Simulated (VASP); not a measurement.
# Pt under changes of volume

One of the cells (15.381 Å³/atom); the others are scaled copies at fixed shape and fractional positions:

```xyz
1
Lattice="0.0000 1.9739 1.9739 1.9739 0.0000 1.9739 1.9739 1.9739 0.0000" Properties=species:S:1:pos:R:3 pbc="T T T"
Pt    0.0000    0.0000    0.0000
```

* Program: VASP 6.6.1
* Functional: PBEsol
* Potentials or basis: VASP PAW PBE potentials, release 64 (Pt)
* Cutoff: 520 eV
* k mesh: 12 × 12 × 12
* Occupations: fermi-dirac, width 0.05 eV
* Spin: no spin polarisation

```tsv
volume (Å³/atom)	energy over the lowest point (meV/atom)	pressure (GPa)
14.175	45.43	19.6
14.477	15.86	11.9
14.778	0.00	5.0
15.381	3.11	-6.3
15.683	19.41	-11.0
15.985	?	?
```

Q: What does the run at 15.985 Å³/atom give?

A: Energy over the lowest point 43.99 meV/atom; pressure -15.1 GPa.

Worked out: A Birch-Murnaghan fit of order 3 (a polynomial in V^(-2/3)) to the other rows has its minimum at 15.03 Å³/atom with B0 = V·E''(V) = 288 GPa and B' = 5.2. It gives 44.05 meV/atom at 15.985 Å³/atom, against the run's 43.99, and -dE/dV = -15.1 GPa, against -15.1.

Energies are extrapolated to zero smearing.

Caveats: the PAW data sets were made with another functional, which shifts forces and pressure a little.
